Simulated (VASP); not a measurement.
Write the native input for VASP 6.6.1 that does the following.

- Task: relaxation of cell and atoms
- Functional: PBE
- Potentials or basis: VASP PAW PBE potentials, release 64 (Mn_pv, S)
- Cutoff: 700 eV
- k mesh: 14 × 14 × 14
- Occupations: gaussian, width 0.1 eV
- Spin: collinear spin, ferromagnetic start
- Starting moments: [5.0, 0.0] μB
- Target pressure: 20 GPa
- Further INCAR settings: ALGO = Normal; EDIFF = 1e-07; IBRION = 2; EDIFFG = -0.002; NSW = 80; ISIF = 3
- Target pressure: 20 GPa

The structure of MnS lies in POSCAR:

```
MnS
1.0
    0.0000000000      2.6045000000      2.6045000000
    2.6045000000      0.0000000000      2.6045000000
    2.6045000000      2.6045000000      0.0000000000
Mn S
1 1
Direct
    0.0000000000      0.0000000000      0.0000000000
    0.5000000000      0.5000000000      0.5000000000
```

The input as run:

INCAR

```
ALGO = Normal ; EDIFF = 1E-7
EDIFFG = -0.002 ; ENCUT = 700
GGA = PE ; IBRION = 2
ISIF = 3 ; ISMEAR = 0
ISPIN = 2 ; LASPH = T
LCHARG = F ; LMAXMIX = 4
LORBIT = 11 ; LREAL = F
LWAVE = F ; MAGMOM = 5 0
NELM = 100 ; NSW = 80
PREC = Accurate ; PSTRESS = 200.0
SIGMA = 0.1
```

KPOINTS

```
k-points
0
Gamma
  14 14 14
```

Potentials or basis: VASP PAW PBE potentials, release 64 (Mn_pv, S).

Run with:

```bash
$ cat potpaw_PBE.64/Mn_pv/POTCAR potpaw_PBE.64/S/POTCAR > POTCAR
$ mpirun -np 1 vasp_std > vasp.out
```

It gave:

| Item | Value |
| --- | --- |
| Relaxed volume | 13.01 Å³/atom |
| Relaxed cell | a = 3.326 Å, b = 3.326 Å, c = 3.326 Å, α = 60.00°, β = 60.00°, γ = 60.00° |
| Space group after relaxing (to 0.05 Å) | Fm-3m (No. 225) |
| Energy change on relaxing (the enthalpy is what falls) | +175.9 meV/atom |
| Ionic steps | 6 |
| Pressure after relaxing | 20.0 GPa |
| Band gap on the k mesh | none (metal or under the smearing width) |
| Net moment | -3.46 μB per cell |
| Site moments | Mn -3.25; S -0.04 μB |
| Valence electrons inside the program's atomic spheres | Mn 11.72; S 3.79 |

Caveat: the cell is relaxed towards a set pressure, so the enthalpy falls and the energy may rise; the volume moved by over 15 % at a fixed basis, so the end points are rough; a cell with one magnetic atom can't hold antiferromagnetic order, which such compounds often take; semilocal functionals often make such compounds metallic where correlation or magnetic order opens a gap, which also shifts bond lengths.

Wall time 5.6 min on 1 thread of Intel(R) Xeon(R) Platinum 8488C (Sapphire Rapids), on a shared host, peak memory 0.33 GiB.
